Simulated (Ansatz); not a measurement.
Runs of Ansatz 0.2.0 on La. The structure is hexagonal, space group P6_3/mmc (No. 194). The conventional cell has a = 3.770 Å, b = 3.770 Å, c = 12.159 Å, α = 90.00°, β = 90.00°, γ = 120.00°. La (site symmetry -6m2) has 12 La at 3.74 to 3.77 Å as nearest neighbours. La (site symmetry -3m) has 12 La at 3.74 to 3.77 Å as nearest neighbours. 

```tsv
level	cutoff (eV)	gap on the mesh (eV)	pressure (GPa)
r2SCAN0	500	none	1.7
HSE06	420	none	1.3
LDA	420	none	-3.3
PBE	420	none	0.1
revPBE	420	none	1.0
RPBE	420	none	1.4
r2SCAN	500	none	(b)
PBEsol	420	none	(a)
```

Alike in all rows: task projected density of states; potentials or basis Ansatz PAW; no spin polarisation; cell as given; k mesh 5 × 5 × 2; smearing fermi-dirac 0.05 eV; the mesh is coarse, so values aren't converged.

Question: Fill in the values left out.

Answer: (a) -2.0; (b) 0.2.

Caveats: all runs use coarse meshes; the density of states is complete only up to the lowest level of the last band computed; the PAW data sets come from PBE, with cores solved anew for the run's functional, which leaves a small shift of forces and pressure (some runs); the magnetic or orbital state may not be the lowest (some runs); the thresholds are loose for stress (some runs).

A k mesh can miss the band edges, and the runs leave out spin-orbit coupling on La.

A gap of «none» marks a metal or a gap under the smearing width.
